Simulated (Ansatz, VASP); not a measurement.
This is a calculation of GaSb for VASP 6.6.1.

INCAR

```
SYSTEM = GaSb
PREC     = Accurate       ! precision mode
ENCUT    = 520            ! plane-wave cutoff, eV
EDIFF    = 1E-7           ! SCF threshold, eV
ISMEAR   = -1             ! smearing method
SIGMA    = 0.05           ! smearing width, eV
LREAL    = .False.        ! projectors in reciprocal space
LASPH    = .True.         ! aspherical terms in the spheres
NELM     = 100            ! most SCF steps
ALGO     = Normal         ! electronic algorithm
ISIF     = 2              ! what is computed and relaxed
LWAVE    = .False.        ! write WAVECAR
LCHARG   = .False.        ! write CHGCAR
GGA      = PE             ! functional
NBANDS   = 16             ! bands
```

Contents of KPOINTS:

```
Automatic mesh
0
Gamma
  10 10 10
  0 0 0
```

Contents of POSCAR:

```
GaSb
1.0
   -2.8074366121      2.8074366121      1.6219052539
    2.8074366121     -2.8074366121      1.6219052539
    2.8074366121      2.8074366121     -1.6219052539
Sb Ga
1 1
Direct
    0.0000000000      0.0000000000      0.0000000000
    0.7500000000      0.2500000000      0.5000000000
```

Potentials or basis: VASP PAW PBE potentials, release 64 (Sb, Ga_d).

Command:

```console
$ cat potpaw_PBE.64/Sb/POTCAR potpaw_PBE.64/Ga_d/POTCAR > POTCAR
$ mpirun -np 1 vasp_std > vasp.out
```

**Question.** Set up the same calculation for Ansatz 0.2.0. Potentials there: Ansatz PAW.

**Answer.** As run (the cutoff follows the program's own potentials):

The input input.yaml:

```yaml
crystal:
  lattice:
    - [-2.8074366121, 2.8074366121, 1.6219052539]
    - [2.8074366121, -2.8074366121, 1.6219052539]
    - [2.8074366121, 2.8074366121, -1.6219052539]
  atoms:
    - { symbol: Sb, position: [0.0, 0.0, 0.0] }
    - { symbol: Ga, position: [0.75, 0.25, 0.5] }
hamiltonian:
  xc: pbe
  pseudopotentials: { kind: paw }
kpoints:
  mp_grid: { grid: [10, 10, 10] }
scf:
  occupations: { method: fermi_dirac, width: 0.05 }
output:
  forces: true
  stress: true
  eigenvalues: true
```

Potentials or basis: Ansatz PAW.

Launch:

```sh
$ ansatz run input.yaml --threads 2 --pin off --max-ram 5120MiB --backend cpu --events-out ev --progress --plain --runs-dir out
```

Both were run:

|  | VASP | Ansatz | Ansatz less VASP |
| --- | --- | --- | --- |
| gap on the k mesh at the Fermi level (eV) | none | none | - |
| pressure (GPa) | -2.5 | -2.5 | -0.01 |
| largest component of the traceless stress (GPa) | 0.33 | 0.29 | -0.039 |

A gap of «none» marks a metal or a gap that the smearing closes. The two sets of potentials don't hold the same shells in valence.

The runs have no spin-orbit coupling, so splittings on Sb are missing.
